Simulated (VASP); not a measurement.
Here is a VASP 6.6.1 calculation.

The input INCAR:

```
SYSTEM = SiC
PREC = Accurate ; ENCUT = 520
EDIFF = 1E-6 ; ISMEAR = 0
SIGMA = 0.03 ; LREAL = .False.
LASPH = .True. ; NELM = 80
ALGO = Normal ; ISIF = 2
LWAVE = .False. ; LCHARG = .False.
GGA = PE ; KPAR = 8
```

File KPOINTS:

```
regular mesh
0
Gamma
  10 10 10
  0 0 0
```

Contents of POSCAR:

```
SiC                                     
1.0
    0.0000000000      2.1790000000      2.1790000000
    2.1790000000      0.0000000000      2.1790000000
    2.1790000000      2.1790000000      0.0000000000
  Si              C             
     1     1
Direct
     0.0000000000000000    0.0000000000000000    0.0000000000000000
     0.2500000000000000    0.2500000000000000    0.2500000000000000
```

File KPOINTS_OPT:

```
explicit points
6
Reciprocal
 0.0000000000  0.0000000000  0.0000000000 1
 0.3750000000  0.3750000000  0.7500000000 1
 0.5000000000  0.5000000000  0.5000000000 1
 0.6250000000  0.2500000000  0.6250000000 1
 0.5000000000  0.2500000000  0.7500000000 1
 0.5000000000  0.0000000000  0.5000000000 1
```

Potentials or basis: VASP PAW PBE potentials, release 64 (Si, C).

The run is started by

```sh
$ cat potpaw_PBE.64/Si/POTCAR potpaw_PBE.64/C/POTCAR > POTCAR
$ mpirun -np 8 vasp_std > vasp.out
```

(1) What does it give for the pressure?

(2) What does it give for the band gap along the path?

(3) What does it give for the band gap on the k mesh?

## Answers

(1) 3.2 GPa.

(2) 1.36 eV, indirect (least direct gap 4.54 eV).

(3) 1.36 eV, indirect (least direct gap 4.54 eV).

**Measured values to compare with.**

“Insight into the structural, elastic and electronic properties of a new orthorhombic 6O-SiC polytype”, 2020, pmc:7200658 quotes, for a bulk crystal of SiC: band gap 2.4 eV (indirect).

A measured gap of SiC is 2.4 eV (indirect; quoted in “Insight into the structural, elastic and electronic properties of a new orthorhombic 6O-SiC polytype”, 2020, pmc:7200658); the calculated 1.36 eV misses it by -1.04 eV. The value is that of PBE, without temperature or zero-point motion. Semilocal functionals fall short of measured gaps as a rule.
